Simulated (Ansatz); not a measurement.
# C, one cell by several methods

```
C
1.0
     0.00000    2.12700    3.34800
     1.22800    0.00000    3.34800
     1.22800    2.12700    0.00000
C
2
Direct
  0.16667 0.83333 0.16667
  0.83333 0.16667 0.83333
```

Atoms are numbered in the order listed.

The conventional cell has a = 2.456 Å, b = 4.254 Å, c = 6.696 Å, α = 90.00°, β = 90.00°, γ = 90.00°. Around C (atom 1) lie 3 C at 1.42 Å.

The cell is COD entry 9000046, as deposited and not checked against the literature; nothing was relaxed.

Levels of theory: DFT, LDA, PAW with Ansatz's default frozen-core files, scalar-relativistic (Ansatz 0.2.0); DFT, LDA, all-electron LAPW, scalar-relativistic (Ansatz 0.2.0).

For PAW: a Γ-centred 18×18×18 k mesh, Fermi–Dirac smearing of 0.05 eV, cutoff 420 eV, no spin polarisation; the PAW files were made with PBE, and the program remakes their frozen cores for this functional. LAPW targets a basis error of 0.25 meV/atom. The Ansatz runs share mesh, smearing and spin set-up. Plane-wave (PAW) pressures include the program's estimate of the Pulay term.

Stress and pressure are positive in compression.

Levels count from the top of the valence band.

```tsv
quantity	PAW	LAPW
pressure (GPa)	-3.83	-3.79
stress xx (GPa)	-5.56	-5.51
stress yy (GPa)	-6.08	-6.03
stress zz (GPa)	0.16	0.17
band gap (eV)	0.080	0.081
highest filled level at Γ (eV)	-2.925	-2.932
lowest empty level at Γ (eV)	3.922	3.921
highest filled level at Z (eV)	-2.938	-2.945
lowest empty level at Z (eV)	8.386	8.371
```
